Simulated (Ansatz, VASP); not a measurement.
# InSb: VASP beside Ansatz

```xyz
2
Lattice="0.0000 3.3166 3.3166 3.3166 0.0000 3.3166 3.3166 3.3166 0.0000" Properties=species:S:1:pos:R:3 pbc="T T T"
In    0.0000    0.0000    0.0000
Sb    1.6583    1.6583    1.6583
```

Alike in both runs: functional PBE; k mesh 14 × 14 × 14; occupations gaussian, width 0.1 eV; no spin polarisation.

Ansatz relaxed the structure, and its values are those at the end. VASP's run is a single point on that final structure, the one shown.

```csv
,VASP,Ansatz
version,VASP 6.6.1,Ansatz 0.2.0
potentials or method,"VASP PAW PBE potentials, release 64 (In_d, Sb)","scalar-relativistic, plane waves, PAW"
plane-wave cutoff (eV),520,420
valence electrons in the cell,18,28
```

```tsv
	VASP	Ansatz	Ansatz less VASP
gap on the k mesh at the Fermi level (eV)	none	none	-
pressure (GPa)	0.0	0.0	+0.03
```

A gap of «none» marks a metal or a gap that the smearing closes. The two sets of potentials don't hold the same shells in valence.

Caveats: this crystal is a semiconductor, whose small gap the functional closes, so the metal is an error of the method. Spin-orbit coupling is left out, which matters for the levels of Sb.
